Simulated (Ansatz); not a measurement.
Structure: LiH, h-MgO type, at its r2SCAN minimum. The symmetry is P6_3/mmc (No. 194, hexagonal); conventional cell a = 3.255 Å, c = 4.069 Å, 9.33 Å³ an atom. Li is surrounded by 5 H at 1.88–2.03 Å; H is surrounded by 5 Li at 1.88–2.03 Å.

```xyz
4
Lattice="3.2548 0.0000 0.0000 -1.6274 2.8188 0.0000 0.0000 0.0000 4.0691" Properties=species:S:1:pos:R:3 pbc="T T T"
Li    0.0000    1.8792    1.0173
Li    1.6274    0.9396    3.0518
H     1.6274    0.9396    1.0173
H     0.0000    1.8792    3.0518
```

4 runs of the plane-wave code Ansatz on this cell differ in the functional (and in the settings that go with it). Levels are in eV from each run's valence top; v1 is the last filled band, c1 the first empty one.

Run A, mean stress -0.3 GPa (compression positive):
```
point      v4      v3     v2     v1     c1     c2
    Γ  -47.61  -47.55  -5.81   0.00   4.05  12.06
    M  -47.58  -47.57  -3.09  -2.16   5.46   7.97
    K  -47.57  -47.57  -2.26  -2.26   2.74   9.56
    A  -47.58  -47.58  -4.10  -4.10  10.90  10.90
```

Run B, mean stress 0.0 GPa (compression positive):
```
point      v4      v3     v2     v1    c1     c2
    Γ  -44.60  -44.54  -5.23   0.00  3.08  10.69
    M  -44.57  -44.55  -2.80  -2.05  4.49   6.77
    K  -44.56  -44.56  -2.07  -2.07  1.84   8.30
    A  -44.57  -44.57  -3.73  -3.73  9.55   9.55
```

Run C, mean stress -2.2 GPa (compression positive):
```
point      v4      v3     v2     v1    c1     c2
    Γ  -43.78  -43.71  -5.37   0.00  2.68  10.26
    M  -43.75  -43.73  -2.90  -2.20  4.28   6.36
    K  -43.74  -43.74  -2.16  -2.16  1.46   7.89
    A  -43.75  -43.75  -3.87  -3.87  9.44   9.44
```

Run D, mean stress -0.3 GPa (compression positive):
```
point      v4      v3     v2     v1     c1     c2
    Γ  -47.67  -47.61  -5.88   0.00   4.77  12.83
    M  -47.64  -47.62  -3.13  -2.19   6.18   8.73
    K  -47.63  -47.63  -2.28  -2.28   3.43  10.32
    A  -47.64  -47.64  -4.16  -4.16  11.65  11.65
```

**Question.** Match the runs to LDA, PBE, HSE06, PBE0.

**Answer.** A is HSE06, B is PBE, C is LDA, D is PBE0. In order of the gap: LDA 1.46, PBE 1.84, HSE06 2.74, PBE0 3.43 eV.

Note: simulated data, non-magnetic, for a generated structure that need not be the stable one.

The stress of a hybrid is loosely converged in these runs.

The meshes of the hybrids are coarse, so their gaps aren't converged to the digits shown.
